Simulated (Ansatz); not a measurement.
**Co: band structure with PBE**

The system is Co.

```
Co
1.0
     2.47200    0.00000    0.00000
    -1.23600    2.14081    0.00000
     0.00000    0.00000    4.02114
Co
2
Direct
  0.66667 0.33333 0.75000
  0.33333 0.66667 0.25000
```

| Property | Result |
| --- | --- |
| Program | Ansatz 0.2.0 |
| Task | band structure |
| Functional | PBE |
| Potentials or basis | all-electron LAPW, scalar-relativistic |
| Cutoff | 315 eV (chosen from the basis error) |
| Basis error allowed | 0.001 eV/atom |
| k mesh | 12 × 12 × 7 |
| Occupations | fermi-dirac, width 0.05 eV |
| Spin | collinear spin, ferromagnetic start |
| Starting moments | [2.0, 2.0] μB |

```
Pressure                : 4.6 GPa
Band gap along the path : none (metal or under the smearing width)
Net moment              : 3.21 μB per cell
Absolute moment         : 3.53 μB per cell
Site moments            : Co +1.66 μB
```

Stress tensor (GPa, compression positive):
```
5.57 0.00 0.00
0.00 5.57 0.00
0.00 0.00 2.80
```

Levels at the corners of the path, in eV from the Fermi level:
Spin up:
| point | band 16 | band 17 | band 18 | band 19 | band 20 | band 21 | band 22 | band 23 |
| --- | --- | --- | --- | --- | --- | --- | --- | --- |
| Γ | -1.92 | -1.92 | -0.80 | -0.80 | -0.25 | 6.39 | 21.99 | 24.84 |
| M | -0.64 | -0.58 | -0.49 | 1.34 | 3.39 | 9.72 | 10.38 | 12.79 |
| K | -0.91 | -0.91 | -0.81 | 4.55 | 5.40 | 5.40 | 12.43 | 13.17 |
| Γ | -1.92 | -1.92 | -0.80 | -0.80 | -0.25 | 6.39 | 21.99 | 24.84 |
| A | -2.69 | -1.12 | -1.12 | -1.12 | -1.12 | 14.98 | 14.98 | 22.72 |
| L | -1.06 | -0.55 | -0.55 | 1.56 | 1.56 | 7.39 | 7.39 | 18.52 |
| H | -1.91 | -0.74 | -0.74 | 5.79 | 5.79 | 7.40 | 7.40 | 9.70 |
| A | -2.69 | -1.12 | -1.12 | -1.12 | -1.12 | 14.98 | 14.98 | 22.72 |
Spin down:
```csv
point,band 14,band 15,band 16,band 17,band 18,band 19
Γ,-0.61,-0.61,-0.31,-0.14,-0.14,1.10
M,-1.09,-0.66,1.26,1.36,1.42,2.61
K,-1.43,-0.34,0.94,0.94,1.09,5.36
Γ,-0.61,-0.61,-0.31,-0.14,-0.14,1.10
A,-1.04,-1.04,-1.04,0.75,0.75,0.75
L,-0.04,0.22,0.22,1.36,1.36,2.23
H,-1.81,-0.19,-0.19,1.13,1.13,6.44
A,-1.04,-1.04,-1.04,0.75,0.75,0.75
```

It took 19 s on 2 threads of Arm Neoverse V2, on a shared host, peak memory 0.51 GiB.
